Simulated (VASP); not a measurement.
**GaN in VASP: one cell, several levels of theory**

GaN in the database structure, under +4.8 % biaxial strain in x and y, free along z is computed at one geometry. Runs: PBE, r2SCAN. The results are then set beside those of Ansatz 0.2.0 for the same cell.

Code: VASP 6.6.1. PAW datasets, plane waves. Spin-unpolarised throughout; all numbers are computed.

## (1) The structure to begin with

The cell comes from an earlier relaxation with r2SCAN in another program, then strained, with the atoms relaxed again.

Space group I-4m2 (No. 119), tetragonal; a = 3.333 Å, c = 4.249 Å in the conventional setting, 11.81 Å³ an atom. Near Ga stand 4 N at 1.98 Å; near N stand 4 Ga at 1.98 Å.

Structure file:

```xyz
2
Lattice="0.0000 2.3571 2.1247 2.3571 0.0000 2.1247 2.3571 2.3571 0.0000" Properties=species:S:1:pos:R:3 pbc="T T T"
Ga    0.0000    0.0000    0.0000
N     3.5357    3.5357    3.1871
```

## (2) PBE at this geometry

INCAR reads:

```
ENCUT = 520.000000
SIGMA = 0.020000
EDIFF = 1.00e-07
GGA = PE
PREC = Accurate
IBRION = -1
ISIF = 2
ISMEAR = -1
NBANDS = 16
NELM = 120
NSW = 0
LASPH = .TRUE.
LCHARG = .TRUE.
LELF = .TRUE.
LWAVE = .FALSE.
LREAL = .FALSE.
```

KPOINTS reads:

```
KPOINTS created by Atomic Simulation Environment
0
Gamma
10 10 10
0 0 0
```

KPOINTS_OPT reads:

```
special points
6
Reciprocal
0.0000000000 0.0000000000 0.0000000000 1
-0.5000000000 -0.5000000000 0.0000000000 1
-0.3750000000 -0.3750000000 0.2500000000 1
-0.3750000000 0.0000000000 0.3750000000 1
0.0000000000 0.0000000000 0.5000000000 1
-0.5000000000 -0.2500000000 0.2500000000 1
```

POSCAR reads:

```
Ga N
 1.0000000000000000
     0.0000000000000000    2.3571272452000001    2.1247222484999999
     2.3571272452000001    0.0000000000000000    2.1247222484999999
     2.3571272452000001    2.3571272452000001    0.0000000000000000
 Ga  N
   1   1
Cartesian
  0.0000000000000000  0.0000000000000000  0.0000000000000000
  3.5356908678000001  3.5356908678000001  3.1870833727500005
```

The run uses the recommended PBE PAW datasets (18 valence electrons a neutral cell).

Launch:

```console
> mpirun -np 1 vasp_std
```

Printed to the terminal (iteration lines stand in OSZICAR):

```text
POSCAR found type information on POSCAR GaN
 POSCAR found :  2 types and       2 ions
 LDA part: xc-table for (Slater+PW92), standard interpolation
 POSCAR, INCAR and KPOINTS ok, starting setup
 FFT: planning ... GRIDC
 FFT: planning ... GRID_SOFT
 FFT: planning ... GRID
 WAVECAR not read
 entering main loop
 Start KPOINTS_OPT (optional k-point list driver)
k-point batch [1-6\6]
```

OSZICAR:

```text
N       E                     dE             d eps       ncg     rms          rms(c)
DAV:   1     0.830452906897E+02    0.83045E+02   -0.92809E+03  3624   0.198E+03
DAV:   2    -0.815183051807E+01   -0.91197E+02   -0.85220E+02  3760   0.330E+02
DAV:   3    -0.139790532591E+02   -0.58272E+01   -0.58063E+01  3784   0.708E+01
DAV:   4    -0.140466479920E+02   -0.67595E-01   -0.67584E-01  4240   0.824E+00
DAV:   5    -0.140475235548E+02   -0.87556E-03   -0.87556E-03  3856   0.829E-01    0.760E+00
DAV:   6    -0.121023760112E+02    0.19451E+01   -0.49598E+00  4928   0.388E+01    0.269E+00
DAV:   7    -0.121062050857E+02   -0.38291E-02   -0.30381E-01  3608   0.669E+00    0.175E+00
DAV:   8    -0.121021061693E+02    0.40989E-02   -0.65785E-02  3720   0.322E+00    0.849E-01
DAV:   9    -0.120974745213E+02    0.46316E-02   -0.14033E-02  4904   0.254E+00    0.226E-01
DAV:  10    -0.120978767388E+02   -0.40222E-03   -0.14116E-03  3640   0.472E-01    0.120E-01
DAV:  11    -0.120977884240E+02    0.88315E-04   -0.24476E-04  4760   0.251E-01    0.818E-03
DAV:  12    -0.120977932397E+02   -0.48156E-05   -0.27395E-05  3872   0.487E-02    0.657E-03
DAV:  13    -0.120977931216E+02    0.11809E-06   -0.59839E-07  4064   0.123E-02    0.197E-03
DAV:  14    -0.120977930566E+02    0.64946E-07   -0.41215E-08  2728   0.251E-03
   1 F= -.12097793E+02 E0= -.12097793E+02  d E =-.319461E-10
       N       E                     dE             ncg
DAV:   1     0.273018830208E+04   -0.37318E+04      208
DAV:   2     0.217841389372E+04   -0.55177E+03      224
DAV:   3     0.214174974949E+04   -0.36664E+02      232
DAV:   4     0.214131719703E+04   -0.43255E+00      248
DAV:   5     0.214131246499E+04   -0.47320E-02      232
DAV:   6     0.214131231391E+04   -0.15109E-03      280
DAV:   7     0.214131231133E+04   -0.25817E-05      224
DAV:   8     0.214131231121E+04   -0.11194E-06      224
DAV:   9     0.214131231121E+04   -0.44079E-08      176
```

The lines after F= are the extra pass for the points of KPOINTS_OPT, at fixed density; their E is not a total energy.

From OUTCAR:

```text
k-points           NKPTS =    102   k-points in BZ     NKDIM =    102   number of bands    NBANDS=     16

   NELECT =      18.0000    total number of electrons

   dimension x,y,z NGX =    24 NGY =   24 NGZ =   28
   dimension x,y,z NGXF=    48 NGYF=   48 NGZF=   56

  energy-cutoff  :      520.00
  volume of cell :       23.61
      direct lattice vectors                 reciprocal lattice vectors
     0.000000000  2.357127245  2.124722248    -0.212122617  0.212122617  0.235324876
     2.357127245  0.000000000  2.124722248     0.212122617 -0.212122617  0.235324876
     2.357127245  2.357127245  0.000000000     0.212122617  0.212122617 -0.235324876

 k-points in reciprocal lattice and weights: KPOINTS created by Atomic Simulation Env
   0.00000000  0.00000000  0.00000000       0.001
   0.10000000  0.00000000  0.00000000       0.008
   0.20000000  0.00000000  0.00000000       0.008
   0.30000000  0.00000000  0.00000000       0.008
   0.40000000  0.00000000  0.00000000       0.008
   0.50000000  0.00000000  0.00000000       0.004
   0.10000000  0.10000000  0.00000000       0.002
   0.20000000  0.10000000  0.00000000       0.008
[... 94 more k-points ...]

 E-fermi :   5.5491

 k-point     1 :       0.0000    0.0000    0.0000
  band No.  band energies     occupation
      1     -10.7040      2.00000
      2      -8.5156      2.00000
      3      -8.5156      2.00000
      4      -8.4212      2.00000
      5      -8.2068      2.00000
      6      -8.2047      2.00000
      7       4.8178      2.00000
      8       4.8179      2.00000
      9       5.2106      2.00000
     10       6.4436      0.00000
     11      14.9297      0.00000
     12      15.2308      0.00000
     13      15.2308      0.00000
     14      22.1816      0.00000
     15      22.5713      0.00000
     16      22.5713      0.00000

 k-point     2 :       0.1000    0.0000    0.0000
  band No.  band energies     occupation
      1     -10.6001      2.00000
      2      -8.5035      2.00000
      3      -8.4847      2.00000
      4      -8.4017      2.00000
      5      -8.2058      2.00000
      6      -8.2054      2.00000
      7       3.8160      2.00000
      8       4.6939      2.00000
      9       5.0104      2.00000
     10       7.3470      0.00000
     11      14.4412      0.00000
     12      15.3011      0.00000
     13      15.3784      0.00000
     14      21.2968      0.00000
     15      21.4669      0.00000
     16      23.1973      0.00000

 k-point     3 :       0.2000    0.0000    0.0000
  band No.  band energies     occupation
      1     -10.3436      2.00000
      2      -8.4765      2.00000
      3      -8.4220      2.00000
      4      -8.2894      2.00000
      5      -8.1966      2.00000
      6      -8.1896      2.00000
      7       2.0701      2.00000
      8       4.3883      2.00000
      9       4.8048      2.00000
     10       8.4161      0.00000
     11      13.5801      0.00000
     12      15.2755      0.00000
     13      15.8730      0.00000
     14      20.5144      0.00000
     15      20.9898      0.00000
     16      23.2728      0.00000

 k-point     4 :       0.3000    0.0000    0.0000
  band No.  band energies     occupation
      1     -10.0831      2.00000
      2      -8.4542      2.00000
      3      -8.3895      2.00000
      4      -8.2209      2.00000
      5      -8.1732      2.00000
      6      -7.8619      2.00000
      7       0.2798      2.00000
      8       4.0414      2.00000
      9       4.5840      2.00000
     10       9.0217      0.00000
     11      13.2362      0.00000
     12      14.9544      0.00000
     13      16.2413      0.00000
     14      20.1289      0.00000
     15      21.8938      0.00000
     16      22.9053      0.00000

 k-point     5 :       0.4000    0.0000    0.0000
  band No.  band energies     occupation
      1      -9.9369      2.00000
      2      -8.4456      2.00000
      3      -8.3774      2.00000
      4      -8.2034      2.00000
      5      -8.1438      2.00000
      6      -7.2783      2.00000
      7      -1.2110      2.00000
      8       3.7804      2.00000
      9       4.4200      2.00000
     10       9.1628      0.00000
     11      13.4063      0.00000
     12      14.5981      0.00000
     13      16.2448      0.00000
     14      20.0981      0.00000
     15      23.4233      0.00000
     16      23.6766      0.00000

[... the tables of k-points 6 to 102 left out ...]

  Total       -0.6729935     -0.6729935      0.8176037      0.0000000     -0.0000000      0.0000000
  in kB      -45.6691802    -45.6691802     55.4823998      0.0000000     -0.0000000      0.0000000
  external PRESSURE =     -11.9519869 kB  Pullay stress =       0.0000000 kB

 POSITION                                       TOTAL-FORCE (eV/Angst)
 -----------------------------------------------------------------------------------
      0.00000      0.00000      0.00000        -0.000000     -0.000000     -0.000000
      3.53569      3.53569      3.18708         0.000000      0.000000      0.000000
 -----------------------------------------------------------------------------------
    total drift:                               -0.000006     -0.000006      0.000004

  FREE ENERGIE OF THE ION-ELECTRON SYSTEM (eV)
  ---------------------------------------------------
  free  energy   TOTEN  =       -12.0977930566 eV

  energy  without entropy=      -12.0977930566  energy(sigma->0) =      -12.09779306
```

Hardware: 1 MPI rank of Intel Xeon Platinum 8488C, shared host.

The levels at the points of KPOINTS_OPT are read from vasprun.xml.

Band energies at the special points (eV, zero at the top of v, the last band that the electrons fill by count):

```csv
point,v−1,v,c,c+1
Γ,-0.39,0.00,1.23,9.72
X,-3.33,-3.33,2.77,5.11
U,-4.14,-2.81,4.13,6.71
K,-4.33,-2.07,5.05,7.50
L,-1.53,-0.85,3.95,8.35
W,-3.67,-3.65,5.68,7.48
```

The PBE gap is 1.23 eV, direct at Γ. Pressure: -1.20 GPa; the forces vanish within 0.01 eV/Å.

Axes a, b and c in the maps are those of this run's conventional cell (a, b, c = 3.333, 3.333, 4.249 Å).

Density in a lattice plane of the grid's cell (edges 3.33 and 4.25 Å, at 0.000 of the third edge), which holds Ga and N.

Values in e/Å³, 12 rows by 10 columns:
```
10.13  6.41  1.59  0.25  0.14  0.12  0.14  0.25  1.59  6.41
 2.23  1.32  0.37  0.14  0.07  0.06  0.07  0.14  0.37  1.32
 0.25  0.20  0.13  0.08  0.05  0.05  0.05  0.08  0.13  0.20
 0.10  0.09  0.07  0.06  0.06  0.06  0.06  0.06  0.07  0.09
 0.05  0.05  0.06  0.08  0.10  0.12  0.10  0.08  0.06  0.05
 0.04  0.04  0.08  0.15  0.25  0.31  0.25  0.15  0.08  0.04
 0.05  0.07  0.15  0.38  0.80  1.12  0.80  0.38  0.15  0.07
 0.10  0.13  0.30  0.88  2.23  3.11  2.23  0.88  0.30  0.13
 0.25  0.27  0.48  1.32  3.12  3.68  3.12  1.32  0.48  0.27
 2.23  1.37  0.69  1.13  2.38  3.11  2.38  1.13  0.69  1.37
10.12  6.35  1.72  0.67  0.91  1.12  0.91  0.67  1.72  6.35
16.56 10.68  2.87  0.44  0.32  0.31  0.32  0.44  2.87 10.68
```
Columns run along the first of these edges and rows up along the second, over one cell in 10 and 12 even steps from the bottom left corner. Atoms in the plane (fractional): Ga at (0.00, 0.00), N at (0.50, 0.25).

ELF in the same plane.

Values, 12 rows by 10 columns:
```
0.04 0.08 0.22 0.21 0.21 0.21 0.21 0.21 0.22 0.08
0.19 0.22 0.21 0.15 0.09 0.06 0.09 0.15 0.21 0.22
0.18 0.17 0.13 0.08 0.04 0.03 0.04 0.08 0.13 0.17
0.10 0.08 0.06 0.04 0.05 0.06 0.05 0.04 0.06 0.08
0.03 0.03 0.03 0.08 0.16 0.21 0.16 0.08 0.03 0.03
0.02 0.02 0.08 0.28 0.50 0.59 0.50 0.28 0.08 0.02
0.03 0.07 0.29 0.59 0.77 0.81 0.77 0.59 0.29 0.07
0.10 0.19 0.50 0.74 0.73 0.58 0.73 0.74 0.50 0.19
0.18 0.25 0.58 0.81 0.58 0.12 0.58 0.81 0.58 0.25
0.19 0.26 0.47 0.80 0.78 0.58 0.78 0.80 0.47 0.26
0.04 0.10 0.34 0.57 0.81 0.81 0.81 0.57 0.34 0.10
0.23 0.04 0.21 0.31 0.51 0.59 0.51 0.31 0.21 0.04
```
Columns run along the first of these edges and rows up along the second, over one cell in 10 and 12 even steps from the bottom left corner. Atoms in the plane (fractional): Ga at (0.00, 0.00), N at (0.50, 0.25).

Both are smooth fields of the valence electrons: close to the nuclei they are not physical.

Outside the cores ELF peaks at 0.86 in the shell around N, 0.6 Å from N.

## (3) r2SCAN

INCAR reads:

```
ENCUT = 520.000000
SIGMA = 0.010000
EDIFF = 1.00e-07
ALGO = Normal
METAGGA = R2SCAN
PREC = Accurate
IBRION = -1
ISIF = 2
ISMEAR = 0
NBANDS = 16
NELM = 120
NSW = 0
LASPH = .TRUE.
LCHARG = .FALSE.
LWAVE = .FALSE.
LREAL = .FALSE.
```

KPOINTS is that of step 2.

KPOINTS_OPT is that of step 2.

POSCAR is that of step 2.

Launch:

```console
> mpirun -np 1 vasp_std
```

Printed to the terminal (iteration lines stand in OSZICAR):

```text
POSCAR found type information on POSCAR GaN
 POSCAR found :  2 types and       2 ions
 -----------------------------------------------------------------------------
|                                                                             |
|                                                                             |
|     You enforced a specific xc type in the INCAR file but a different       |
|     I HOPE YOU KNOW WHAT YOU ARE DOING!                                     |
|                                                                             |
 -----------------------------------------------------------------------------

 LDA part: xc-table for (None), standard interpolation
 POSCAR, INCAR and KPOINTS ok, starting setup
 FFT: planning ... GRIDC
 FFT: planning ... GRID_SOFT
 FFT: planning ... GRID
 WAVECAR not read
 entering main loop
 Start KPOINTS_OPT (optional k-point list driver)
k-point batch [1-6\6]
```

OSZICAR (excerpt; [...] marks lines left out):

```text
N       E                     dE             d eps       ncg     rms          rms(c)
DAV:   1     0.729757394027E+02    0.72976E+02   -0.94919E+03  3616   0.203E+03
DAV:   2    -0.205702510916E+02   -0.93546E+02   -0.87527E+02  3760   0.340E+02
DAV:   3    -0.266313162163E+02   -0.60611E+01   -0.60397E+01  3832   0.731E+01
DAV:   4    -0.267035376329E+02   -0.72221E-01   -0.72210E-01  4216   0.860E+00
DAV:   5    -0.267044828870E+02   -0.94525E-03   -0.94524E-03  3872   0.869E-01    0.705E+00
DAV:   6    -0.217341211928E+02    0.49704E+01   -0.35391E+00  4920   0.400E+01    0.245E+00
DAV:   7    -0.218138040320E+02   -0.79683E-01   -0.39680E-01  3536   0.698E+00    0.171E+00
DAV:   8    -0.218254499226E+02   -0.11646E-01   -0.39031E-02  4320   0.485E+00    0.236E-01
DAV:   9    -0.218237999366E+02    0.16500E-02   -0.13356E-02  4880   0.298E+00    0.147E-01
DAV:  10    -0.218239318190E+02   -0.13188E-03   -0.92680E-04  3768   0.266E-01    0.171E-01
[... 9 lines left out ...]
   1 F= -.21823967E+02 E0= -.21823967E+02  d E =-.336312E-99
       N       E                     dE             ncg
DAV:   1     0.268669461891E+04   -0.37753E+04      208
DAV:   2     0.211636194004E+04   -0.57033E+03      224
DAV:   3     0.207866398515E+04   -0.37698E+02      232
DAV:   4     0.207821242366E+04   -0.45156E+00      248
DAV:   5     0.207820719219E+04   -0.52315E-02      232
DAV:   6     0.207820702090E+04   -0.17129E-03      272
DAV:   7     0.207820701739E+04   -0.35167E-05      232
DAV:   8     0.207820701723E+04   -0.15432E-06      232
DAV:   9     0.207820701723E+04   -0.71204E-08      184
```

OUTCAR, selected sections:

```text
k-points           NKPTS =    102   k-points in BZ     NKDIM =    102   number of bands    NBANDS=     16

   NELECT =      18.0000    total number of electrons

   dimension x,y,z NGX =    24 NGY =   24 NGZ =   28
   dimension x,y,z NGXF=    48 NGYF=   48 NGZF=   56

  energy-cutoff  :      520.00
  volume of cell :       23.61
      direct lattice vectors                 reciprocal lattice vectors
     0.000000000  2.357127245  2.124722248    -0.212122617  0.212122617  0.235324876
     2.357127245  0.000000000  2.124722248     0.212122617 -0.212122617  0.235324876
     2.357127245  2.357127245  0.000000000     0.212122617  0.212122617 -0.235324876

 k-points in reciprocal lattice and weights: KPOINTS created by Atomic Simulation Env
   0.00000000  0.00000000  0.00000000       0.001
   0.10000000  0.00000000  0.00000000       0.008
   0.20000000  0.00000000  0.00000000       0.008
   0.30000000  0.00000000  0.00000000       0.008
   0.40000000  0.00000000  0.00000000       0.008
   0.50000000  0.00000000  0.00000000       0.004
   0.10000000  0.10000000  0.00000000       0.002
   0.20000000  0.10000000  0.00000000       0.008
[... 94 more k-points ...]

 E-fermi :   5.0970

 k-point     1 :       0.0000    0.0000    0.0000
  band No.  band energies     occupation
      1     -11.7596      2.00000
      2      -9.1715      2.00000
      3      -9.1712      2.00000
      4      -9.0795      2.00000
      5      -8.8346      2.00000
      6      -8.8333      2.00000
      7       4.5544      2.00000
      8       4.5548      2.00000
      9       4.9497      2.00000
     10       6.5720      0.00000
     11      15.3436      0.00000
     12      15.6675      0.00000
     13      15.6676      0.00000
     14      22.8582      0.00000
     15      23.1371      0.00000
     16      23.1373      0.00000

 k-point     2 :       0.1000    0.0000    0.0000
  band No.  band energies     occupation
      1     -11.6548      2.00000
      2      -9.1587      2.00000
      3      -9.1401      2.00000
      4      -9.0590      2.00000
      5      -8.8346      2.00000
      6      -8.8332      2.00000
      7       3.5642      2.00000
      8       4.4267      2.00000
      9       4.7491      2.00000
     10       7.4645      0.00000
     11      14.8534      0.00000
     12      15.7403      0.00000
     13      15.8203      0.00000
     14      21.7541      0.00000
     15      21.9651      0.00000
     16      23.8839      0.00000

 k-point     3 :       0.2000    0.0000    0.0000
  band No.  band energies     occupation
      1     -11.3902      2.00000
      2      -9.1302      2.00000
      3      -9.0772      2.00000
      4      -8.9436      2.00000
      5      -8.8244      2.00000
      6      -8.8243      2.00000
      7       1.7632      2.00000
      8       4.1114      2.00000
      9       4.5370      2.00000
     10       8.5941      0.00000
     11      13.9816      0.00000
     12      15.6998      0.00000
     13      16.3347      0.00000
     14      20.9953      0.00000
     15      21.4635      0.00000
     16      23.8067      0.00000

 k-point     4 :       0.3000    0.0000    0.0000
  band No.  band energies     occupation
      1     -11.1033      2.00000
      2      -9.1055      2.00000
      3      -9.0416      2.00000
      4      -8.8521      2.00000
      5      -8.8015      2.00000
      6      -8.5462      2.00000
      7      -0.0775      2.00000
      8       3.7529      2.00000
      9       4.3097      2.00000
     10       9.2481      0.00000
     11      13.6437      0.00000
     12      15.3395      0.00000
     13      16.7032      0.00000
     14      20.6353      0.00000
     15      22.4646      0.00000
     16      23.4351      0.00000

 k-point     5 :       0.4000    0.0000    0.0000
  band No.  band energies     occupation
      1     -10.9231      2.00000
      2      -9.0947      2.00000
      3      -9.0262      2.00000
      4      -8.8350      2.00000
      5      -8.7728      2.00000
      6      -8.0083      2.00000
      7      -1.5893      2.00000
      8       3.4828      2.00000
      9       4.1406      2.00000
     10       9.4049      0.00000
     11      13.8420      0.00000
     12      14.9522      0.00000
     13      16.6763      0.00000
     14      20.6443      0.00000
     15      24.1436      0.00000
     16      24.3042      0.00000

[... the tables of k-points 6 to 102 left out ...]

  Total       -1.4941690     -1.4941690      0.1246280      0.0000000      0.0000000      0.0000000
  in kB     -101.3939599   -101.3939599      8.4572265      0.0000000      0.0000000      0.0000000
  external PRESSURE =     -64.7768977 kB  Pullay stress =       0.0000000 kB

 POSITION                                       TOTAL-FORCE (eV/Angst)
 -----------------------------------------------------------------------------------
      0.00000      0.00000      0.00000         0.000000      0.000000      0.000000
      3.53569      3.53569      3.18708        -0.000000     -0.000000      0.000000
 -----------------------------------------------------------------------------------
    total drift:                                0.000178      0.000178     -0.000037

  FREE ENERGIE OF THE ION-ELECTRON SYSTEM (eV)
  ---------------------------------------------------
  free  energy   TOTEN  =       -21.8239666543 eV

  energy  without entropy=      -21.8239666543  energy(sigma->0) =      -21.82396665
```

Hardware: 1 MPI rank of Intel Xeon Platinum 8488C, shared host.

The levels at the points of KPOINTS_OPT are read from vasprun.xml.

Near the gap, in eV above the top of the last filled band v; c is the band after it:

```csv
point,v−1,v,c,c+1
Γ,-0.39,0.00,1.62,10.39
X,-3.42,-3.42,3.17,5.63
U,-4.24,-2.88,4.58,7.31
K,-4.41,-2.13,5.53,8.17
L,-1.57,-0.87,4.45,9.07
W,-3.75,-3.73,6.16,8.15
```

r2SCAN gives a direct gap of 1.62 eV at Γ. The pressure is -6.48 GPa; the forces vanish within 0.01 eV/Å.

## (4) Results

| level | gap (eV) | pressure (GPa) | Ansatz: gap (eV) | Ansatz: pressure (GPa) |
| --- | --- | --- | --- | --- |
| PBE | 1.23 | -1.20 | 1.23 | -1.30 |
| r2SCAN | 1.62 | -6.48 | 1.63 | -7.44 |

**Reading.** The gap runs from 1.23 eV (PBE) to 1.62 eV (r2SCAN). The pressure is highest with PBE (-1.2 GPa) and lowest with r2SCAN (-6.5 GPa), which orders the cells that they would relax to. The two programs agree on the gap within 0.02 eV, far less than the spread between functionals. Datasets and cutoffs are each program's own.
